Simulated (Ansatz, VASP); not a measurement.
# Ti31O64 (V_Ti hop (3.8 A)): VASP beside Ansatz

Aim: how closely do two programs agree when they are given the same cell, functional and k mesh? The cell is taken from a series of runs on this material, whose earlier steps may have relaxed, scaled, displaced or heated it; both programs get it as it stands.

Main program and level: Ansatz 0.2.0; plane waves, with VASP 6.6.1 beside it; single point at PBEsol.

**1. The starting structure**

The cell holds 95 atoms: 31 Ti and 64 O. Its edges and angles: a = 10.660 Å, b = 10.660 Å, c = 9.558 Å, α = 90.0°, β = 90.0°, γ = 90.0°. It derives from TiO2 (TiO2 (I4_1/amd)). Nearest the centre at fractional (0.625, 0.625, 0.500): O80 at 0.47 Å, Ti26 at 1.83 Å, Ti28 at 2.28 Å, O89 at 2.70 Å, O58 at 2.71 Å, O85 at 2.73 Å, O90 at 2.74 Å, O73 at 2.75 Å. The cell carries charge −4.

**2. Ansatz: single point, PBEsol**

Ansatz runs on its default PAW (the set named soft_2) files.

A single point gives forces, pressure and levels at one fixed geometry, so differences don't come from the geometry; what else differs is listed under the comparison.

Input file input.yaml:

```yaml
crystal:
  lattice:
    - [7.53758642, 7.53758642, 0.0]
    - [-7.53758642, 7.53758642, 0.0]
    - [0.0, 0.0, 9.55830747]
  atoms:
    - { symbol: Ti, position: [-0.00083137, -3.468e-05, -3.949e-05] }
    - { symbol: Ti, position: [-0.00410635, 0.25392098, 0.49517487] }
[... 5 atom lines left out ...]
    - { symbol: Ti, position: [0.37650336, 0.3753686, 0.24966815] }
[... 1 atom line left out ...]
    - { symbol: O, position: [0.12620843, 0.37584108, 0.95685152] }
    - { symbol: O, position: [0.37505567, 0.12531389, 0.9586248] }
[... 3 atom lines left out ...]
    - { symbol: O, position: [0.24987196, -3.187e-05, 0.70875633] }
    - { symbol: O, position: [0.2513489, 0.24937753, 0.20710239] }
[... 1 atom line left out ...]
    - { symbol: O, position: [0.12553859, 0.37475331, 0.54273908] }
    - { symbol: O, position: [0.37394776, 0.12422871, 0.54383876] }
[... 2 atom lines left out ...]
    - { symbol: O, position: [0.00325185, 0.24694266, 0.2888153] }
[... 1 atom line left out ...]
    - { symbol: O, position: [0.24823038, 0.24932332, 0.79275878] }
[... 1 atom line left out ...]
    - { symbol: Ti, position: [-0.00430658, 0.74584327, 0.50513933] }
[... 1 atom line left out ...]
    - { symbol: Ti, position: [0.24975155, 0.74941745, -5.5e-07] }
    - { symbol: Ti, position: [0.12302474, 0.62463582, 0.24964946] }
    - { symbol: Ti, position: [0.12426211, 0.87452052, 0.7485562] }
    - { symbol: Ti, position: [0.37632337, 0.62466085, 0.75055465] }
[... 3 atom lines left out ...]
    - { symbol: O, position: [0.37328621, 0.62416527, 0.95685009] }
[... 15 atom lines left out ...]
    - { symbol: Ti, position: [0.74980532, -2.108e-05, 0.49995934] }
[... 1 atom line left out ...]
    - { symbol: Ti, position: [0.6251093, 0.12665957, 0.24963789] }
    - { symbol: Ti, position: [0.63053822, 0.38081908, 0.73863767] }
[... 3 atom lines left out ...]
    - { symbol: O, position: [0.62163031, 0.37186058, 0.96468181] }
[... 1 atom line left out ...]
    - { symbol: O, position: [0.87863624, 0.37071152, 0.4518211] }
    - { symbol: O, position: [0.49912906, 0.00151882, 0.20711879] }
    - { symbol: O, position: [0.49676375, 0.247103, 0.71168206] }
    - { symbol: O, position: [0.74988361, -8.758e-05, 0.70706568] }
[... 3 atom lines left out ...]
    - { symbol: O, position: [0.87506033, 0.12413299, 0.54276262] }
    - { symbol: O, position: [0.87800515, 0.37178194, 0.03556347] }
    - { symbol: O, position: [0.49917709, -0.0013969, 0.79275897] }
    - { symbol: O, position: [0.50135877, 0.2515004, 0.29187337] }
[... 2 atom lines left out ...]
    - { symbol: Ti, position: [0.50432231, 0.50008956, -8.774e-05] }
[... 2 atom lines left out ...]
    - { symbol: Ti, position: [0.63074583, 0.61900523, 0.26170982] }
    - { symbol: Ti, position: [0.62505571, 0.87336532, 0.75054861] }
    - { symbol: Ti, position: [0.86891877, 0.61913964, 0.73860901] }
    - { symbol: Ti, position: [0.87439522, 0.87323764, 0.24970537] }
    - { symbol: O, position: [0.6207292, 0.62902856, 0.451788] }
[... 2 atom lines left out ...]
    - { symbol: O, position: [0.87506404, 0.87563506, 0.45746256] }
    - { symbol: O, position: [0.49729769, 0.50223536, 0.20745577] }
    - { symbol: O, position: [0.50127346, 0.74852338, 0.70815215] }
    - { symbol: O, position: [0.7496776, 0.50005964, 0.74589073] }
    - { symbol: O, position: [0.74751537, 0.75254128, 0.20744497] }
    - { symbol: O, position: [0.62162352, 0.62815411, 0.0356207] }
    - { symbol: O, position: [0.62448368, 0.87578608, 0.54274889] }
    - { symbol: O, position: [0.87872142, 0.62890366, 0.54834115] }
[... 1 atom line left out ...]
    - { symbol: O, position: [0.49733244, 0.49793662, 0.79269921] }
    - { symbol: O, position: [0.49664372, 0.75333631, 0.28873473] }
    - { symbol: O, position: [0.74992646, 0.50000312, 0.25386261] }
    - { symbol: O, position: [0.75188999, 0.75245651, 0.79272843] }
total_charge: -4
basis:
  ecutwfc: 420
  xc_grid: 2
hamiltonian:
  xc: pbesol
kpoints:
  mp_grid: { grid: [2, 2, 2], shift: [0.5, 0.5, 0.5] }
scf:
  occupations: { method: fixed }
  max_iter: 120
output:
  forces: true
  eigenvalues: true
checkpoint:
  write: "../qm4.end.mesh.run"
  compress: false
  write_wavefunctions: false
  write_every: 100000
```

Command:

```bash
$ ansatz run input.yaml --threads 32 --pin off --max-ram 84787MiB --backend cuda --events-out ev --progress --plain --runs-dir out --max-vram 78GiB
```

Numbers of over 12 decimals in the logs are rounded to 6 here.

What it wrote:

```text
Engine: ansatz 0.2.0, aarch64-unknown-linux-gnu
[...]
Pseudopotential: Ti, paw, valence charge 12, recommended cutoff 420 eV (normal), Ti.paw.azcp
Pseudopotential: O, paw, valence charge 6, recommended cutoff 420 eV (normal), O.paw.azcp
Functional definition: PBEsol
[...]
Crystal: 95 atoms, lattice volume = 1086.114 Å³
Basis set: ecut = 420 eV, 21163 PW (Γ), exchange–correlation on 144×144×128 points (8 copies of the dense FFT grid, shifted against one another)
Bands: 475, of which v1, the nominal top of the filled ones, is band 380 counted from 1 (379 counted from 0)
[...]
Space group: P1 (ITA 1), of the structure as read, at distance tolerance 1.0e-4 Å
k-points: 4 of 8 (time reversal used)
[...]
Functional: x = pbesol(κ = 0.804, μ = 0.123457), c = pbesol(β = 0.046)
SCF iter   1: F=—  HF=-112679.411618 eV  |F-HF|=—  |Δ(HF+E_count)|=         —  Δρ=2.04e-2  dr2=3.24e0  ethr=1.77e-3  ⟨swp⟩=3.0  Hψ=6136  notcnv=0  defer=348
[...]
SCF iter   2: F=—  HF=-112678.360042 eV  |F-HF|=—  |Δ(HF+E_count)|=    1.05e0  Δρ=6.73e-3  dr2=5.51e-1  ethr=4.26e-4  ⟨swp⟩=2.0  Hψ=2968  notcnv=0  defer=368
[...]
automatic band count: iteration 3 solves 440 bands in place of 475: the levels show a gap, and the empty bands left out lie too high to hold charge; the band table lists the bands solved (type scf.n_e [...]
[...]
SCF iter  12: F=—  HF=-112678.229948 eV  |F-HF|=—  |Δ(HF+E_count)|=   4.83e-8  Δρ=3.03e-6  dr2=1.06e-7  ethr=1.32e-11  ⟨swp⟩=11.0  Hψ=7800  notcnv=0
SCF iter  13: F=-112678.229948 eV  HF=-112678.229948 eV  |F-HF|=1.03e-8  |Δ(HF+E_count)|=   3.05e-8  Δρ=9.79e-7  dr2=1.54e-8  ethr=1.32e-11  ⟨swp⟩=3.0  Hψ=4708  notcnv=0
SCF 1 converged in 13 iterations: F = -112678.229948 eV  dr2 = 1.54e-8
[...]
SCF converged after 13 iterations
[...]
```

Reading the cycles: dr2 is the Hartree energy of the density residual (eV), the measure of convergence; HF is the Harris–Foulkes estimate of the energy, which meets the free energy F at convergence.

**3. VASP: single point, PBEsol**

The same cell, functional and mesh now go to VASP, with its own data sets.

Lines of VASP's logs that name or quote its potential files are left out, and so is its time.

Input file INCAR:

```
SYSTEM = Ti31O64
PREC = Accurate
ENCUT = 520
EDIFF = 1E-06
NELM = 120
ISMEAR = 0
SIGMA = 0.01
LREAL = Auto
ALGO = Normal
GGA = PS
NELECT = 760
NBANDS = 448
LASPH = .TRUE.
LORBIT = 11
LWAVE = .FALSE.
LCHARG = .FALSE.
ISIF = 2
ISYM = 0
GGA_COMPAT = .FALSE.
EFERMI = MIDGAP
KPAR = 4
```

Input file POSCAR:

```
Ti31O64
1.0
    7.5375864195      7.5375864195      0.0000000000
   -7.5375864195      7.5375864195      0.0000000000
    0.0000000000      0.0000000000      9.5583074700
Ti O
31 64
Direct
    0.9991686300      0.9999653200      0.9999605100
    0.9958936500      0.2539209800      0.4951748700
[... 5 atom lines left out ...]
    0.3765033600      0.3753686000      0.2496681500
[... 1 atom line left out ...]
    0.9956934200      0.7458432700      0.5051393300
    0.2498311600      0.5000087800      0.4999501100
[... 3 atom lines left out ...]
    0.3763233700      0.6246608500      0.7505546500
    0.3750944800      0.8745836600      0.2513436100
[... 1 atom line left out ...]
    0.5039603100      0.2541023200      0.5050276500
    0.7498053200      0.9999789200      0.4999593400
[... 2 atom lines left out ...]
    0.6305382200      0.3808190800      0.7386376700
[... 1 atom line left out ...]
    0.8690444600      0.3806609600      0.2617121500
[... 1 atom line left out ...]
    0.5037755000      0.7460387900      0.4951179100
[... 1 atom line left out ...]
    0.6307458300      0.6190052300      0.2617098200
    0.6250557100      0.8733653200      0.7505486100
    0.8689187700      0.6191396400      0.7386090100
    0.8743952200      0.8732376400      0.2497053700
[... 3 atom lines left out ...]
    0.3739738400      0.3745845500      0.4574463400
[... 15 atom lines left out ...]
    0.3737417500      0.8757746400      0.4566508400
[... 1 atom line left out ...]
    0.0026482200      0.7530545000      0.7117259600
    0.2498090200      0.4999740500      0.7070401200
[... 3 atom lines left out ...]
    0.3740248800      0.6252210900      0.5427404200
[... 1 atom line left out ...]
    0.0022190700      0.5021843600      0.7926950000
    0.9983534300      0.7485326800      0.2918682800
    0.2498676900      0.5000864700      0.2931408300
    0.2512649600      0.7507125000      0.7927483000
[... 3 atom lines left out ...]
    0.8786362400      0.3707115200      0.4518211000
    0.4991290600      0.0015188200      0.2071187900
    0.4967637500      0.2471030000      0.7116820600
    0.7498836100      0.9999124200      0.7070656800
[... 2 atom lines left out ...]
    0.6207698100      0.3711147900      0.5483030000
[... 2 atom lines left out ...]
    0.4991770900      0.9986031000      0.7927589700
    0.5013587700      0.2515004000      0.2918733700
    0.7498076900      0.0000110700      0.2931386100
    0.7476654900      0.2475880300      0.7926509100
    0.6207292000      0.6290285600      0.4517880000
[... 2 atom lines left out ...]
    0.8750640400      0.8756350600      0.4574625600
    0.4972976900      0.5022353600      0.2074557700
    0.5012734600      0.7485233800      0.7081521500
    0.7496776000      0.5000596400      0.7458907300
    0.7475153700      0.7525412800      0.2074449700
    0.6216235200      0.6281541100      0.0356207000
    0.6244836800      0.8757860800      0.5427488900
    0.8787214200      0.6289036600      0.5483411500
[... 1 atom line left out ...]
    0.4973324400      0.4979366200      0.7926992100
    0.4966437200      0.7533363100      0.2887347300
    0.7499264600      0.5000031200      0.2538626100
    0.7518899900      0.7524565100      0.7927284300
```

Input file KPOINTS:

```
Points of the shifted mesh
8
Reciprocal
 0.2500000000  0.2500000000  0.2500000000 1
 0.2500000000  0.2500000000  0.7500000000 1
 0.2500000000  0.7500000000  0.2500000000 1
 0.2500000000  0.7500000000  0.7500000000 1
 0.7500000000  0.2500000000  0.2500000000 1
 0.7500000000  0.2500000000  0.7500000000 1
 0.7500000000  0.7500000000  0.2500000000 1
 0.7500000000  0.7500000000  0.7500000000 1
```

Potentials, in the order of the species: Ti_sv and O (PBE family, release 64).

Command:

```bash
$ mpirun -np 8 vasp_std
```

What it wrote:

```text
[banner, memory and clock lines left out]
running    8 mpi-ranks, on    1 nodes
[...]
|                                                                             |
|           W    W    AA    RRRRR   N    N  II  N    N   GGGG   !!!           |
|           W    W   A  A   R    R  NN   N  II  NN   N  G    G  !!!           |
|           W    W  A    A  R    R  N N  N  II  N N  N  G       !!!           |
|           W WW W  AAAAAA  RRRRR   N  N N  II  N  N N  G  GGG   !            |
|           WW  WW  A    A  R   R   N   NN  II  N   NN  G    G                |
|           W    W  A    A  R    R  N    N  II  N    N   GGGG   !!!           |
|                                                                             |
|     For optimal performance we recommend to set                             |
|       NCORE = 2 up to number-of-cores-per-socket                            |
|     NCORE specifies how many cores store one orbital (NPAR=cpu/NCORE).      |
|     This setting can greatly improve the performance of VASP for DFT.       |
[...]
DAV:   5    -0.111577437123E+04   -0.25088E+02   -0.25077E+02 11344   0.230E+01BRMIX: very serious problems
 the old and the new charge density differ
 old charge density:   756.00000 new  759.99998
BRMIX: very serious problems
 the old and the new charge density differ
 old charge density:   756.00000 new  759.99998
BRMIX: very serious problems
 the old and the new charge density differ
 old charge density:   756.00000 new  759.99998
BRMIX: very serious problems
 the old and the new charge density differ
 old charge density:   756.00000 new  759.99998
    0.130E+02
DAV:   6    -0.869649168485E+03    0.24613E+03   -0.17472E+03 10008   0.104E+02    0.516E+01
DAV:   7    -0.864853465275E+03    0.47957E+01   -0.28258E+02 10240   0.338E+01    0.321E+01
DAV:   8    -0.865038752451E+03   -0.18529E+00   -0.56042E+01  9872   0.195E+01    0.142E+01
DAV:   9    -0.863063911140E+03    0.19748E+01   -0.24764E+01 10120   0.122E+01    0.529E+00
[...]
DAV:  17    -0.863082747458E+03   -0.29149E-06   -0.15073E-04 10920   0.278E-02    0.117E-02
DAV:  18    -0.863082750977E+03   -0.35185E-05   -0.23306E-05  9984   0.115E-02    0.107E-02
DAV:  19    -0.863082750686E+03    0.29099E-06   -0.91654E-06  7864   0.718E-03
   1 F= -.86308275E+03 E0= -.86308275E+03  d E =0.000000E+00
```

From OUTCAR (step 3):

```text
  FREE ENERGIE OF THE ION-ELECTRON SYSTEM (eV)
  ---------------------------------------------------
  free  energy   TOTEN  =      -863.0827506856 eV

  energy  without entropy=     -863.0827506856  energy(sigma->0) =     -863.08275069
```

The run ends at a pressure of 6.89 GPa, with forces up to 0.13 eV/Å.

**4. Differences**

Known differences besides the potentials themselves: fixed occupations in Ansatz, narrow Gaussian smearing in VASP; the cutoff is 420 eV in Ansatz and 520 eV in VASP (PREC = Accurate, projectors in real space); Ansatz makes its cores anew for this functional, VASP keeps those of its PBE data sets. Total energies have different zeros and are not compared.

Compared:

| quantity | Ansatz | VASP | difference |
| --- | --- | --- | --- |
| gap on the k mesh (eV) | 2.523 | 2.501 | +0.022 |

Forces on 7 of the 95 atoms, those with the largest forces and the largest differences (eV/Å; atoms numbered as in POSCAR):

| atom | Ansatz x, y, z | VASP x, y, z |
| --- | --- | --- |
| Ti2 | 0.006, 0.000, -0.003 | 0.089, -0.001, 0.017 |
| Ti26 | -0.012, -0.001, 0.002 | -0.092, -0.004, 0.023 |
| Ti28 | -0.019, 0.002, -0.018 | -0.056, -0.001, -0.072 |
| O67 | 0.001, 0.003, 0.003 | -0.097, 0.003, 0.070 |
| O73 | 0.001, -0.009, 0.002 | 0.002, 0.089, -0.063 |
| O80 | 0.003, -0.001, 0.010 | 0.100, -0.001, 0.077 |
| O90 | 0.002, 0.011, -0.001 | 0.003, -0.087, -0.065 |

The forces differ by 23 meV/Å r.m.s., where the r.m.s. force is 0.007 eV/Å in Ansatz and 0.024 eV/Å in VASP: the atoms lie near their places of rest in Ansatz, so a percentage would say little (all taken over all components). A gap on the mesh is an upper bound, since the band edges may lie between its points. The cell carries a charge of -4 e against a uniform background, so its pressure also hangs on how the neutralising background is counted, and in a defect's cell a gap may be the spacing between its levels.

**5. Summary of results**

```yaml
r_m_s_force_difference_single_point_pbesol: 23 meV/Å
```

What this shows: The r.m.s. force difference is 23 meV/Å (single point, PBEsol), beyond the 12 meV/Å picked in this series as the mark of a large difference. What causes the difference of the single point, PBEsol pair stays open here. How closely two codes agree says nothing of how well the functional describes the real material.

[Lines on the potential files, build, host, timing and source positions are cut from VASP's logs without a mark.]

[Logs are printed without paths, hosts, clocks, repeated set-up lines and the standing remarks that a program may print on its own settings, such as how far it seeks lower states.]

[Hosts, paths, dates, database ids (printed as entryN), source tags and the programs' standing remarks are cut or masked in the printed files.]
